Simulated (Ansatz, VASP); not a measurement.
**Two plane-wave programs on Si4O7 (a cell with a defect)**

INCAR

```
  PREC = Accurate
  ENCUT = 520
  EDIFF = 1E-7
  ISMEAR = 0
  SIGMA = 0.05
  LREAL = F
  LASPH = T
  NELM = 100
  ALGO = Normal
  ISIF = 2
  LWAVE = F
  LCHARG = F
  GGA = CA
  NBANDS = 40
```

The input KPOINTS:

```
Automatic mesh
0
Gamma
  6 6 6
```

File POSCAR:

```
Si4O7
1.0
    0.0000000000      4.1548619959     -2.6614337333
    0.0000000000     -4.1548619959     -2.6614337333
   -4.1548619959      0.0000000000      2.6614337333
Si O
4 7
Direct
    0.2500000000      0.7500000000      0.5000000000
    0.7500000000      0.2500000000      0.5000000000
    0.0000000000      0.0000000000      1.0000000000
    0.5000000000      0.5000000000      1.0000000000
    1.0000000000      0.3055647994      0.3055647994
    0.5555647994      0.7500000000      0.8055647994
    0.0555647994      0.2500000000      0.8055647994
    0.0000000000      0.6944352006      0.6944352006
    0.4787265262      0.0000000000      0.4787265262
    0.9444352006      0.7500000000      0.1944352006
    0.4444352006      0.2500000000      0.1944352006
```

Input for Ansatz:

```yaml
crystal:
  lattice:
    - [0.0, 4.1548619959, -2.6614337333]
    - [0.0, -4.1548619959, -2.6614337333]
    - [-4.1548619959, 0.0, 2.6614337333]
  atoms:
    - { symbol: Si, position: [0.25, 0.75, 0.5] }
    - { symbol: Si, position: [0.75, 0.25, 0.5] }
    - { symbol: Si, position: [0.0, 0.0, 1.0] }
    - { symbol: Si, position: [0.5, 0.5, 1.0] }
    - { symbol: O, position: [1.0, 0.3055647994, 0.3055647994] }
    - { symbol: O, position: [0.5555647994, 0.75, 0.8055647994] }
    - { symbol: O, position: [0.0555647994, 0.25, 0.8055647994] }
    - { symbol: O, position: [0.0, 0.6944352006, 0.6944352006] }
    - { symbol: O, position: [0.4787265262, 0.0, 0.4787265262] }
    - { symbol: O, position: [0.9444352006, 0.75, 0.1944352006] }
    - { symbol: O, position: [0.4444352006, 0.25, 0.1944352006] }
basis:
  ecutwfc: 420
kpoints:
  mp_grid: { grid: [6, 6, 6] }
hamiltonian:
  xc: lda
  pseudopotentials: { kind: paw, azcp: { folder: soft_1 } }
scf:
  occupations: { method: gaussian, width: 0.05 }
output:
  forces: true
  stress: true
  eigenvalues: true
  write_density: true
  write_potential: true
  elf: true
  volumetric_format: npy
```

Change from the starting cell: O vacancy; atom 9 moved 0.500 of the way to it and -0.125 Å across, host rigid.

Alike in both runs: task single point; functional LDA; k mesh 6 × 6 × 6; occupations gaussian, width 0.05 eV; no spin polarisation.

|  | VASP | Ansatz |
| --- | --- | --- |
| version | VASP 6.6.1 | Ansatz 0.2.0 |
| potentials or method | VASP PAW LDA potentials, release 64 (Si, O) | scalar-relativistic, plane waves, PAW |
| plane-wave cutoff (eV) | 520 | 420 |
| valence electrons in the cell | 58 | 58 |

|  | VASP | Ansatz | Ansatz less VASP |
| --- | --- | --- | --- |
| gap on the k mesh at the Fermi level (eV) | none | none | - |
| rms of the force components (eV/Å) | 4.988 | 5.136 | +0.1481 |

Atom by atom the forces differ by 0.151 eV/Å (rms over components). A gap of «none» marks a metal or a gap that the smearing closes. Ansatz warned: «pseudo_functional_mismatch».
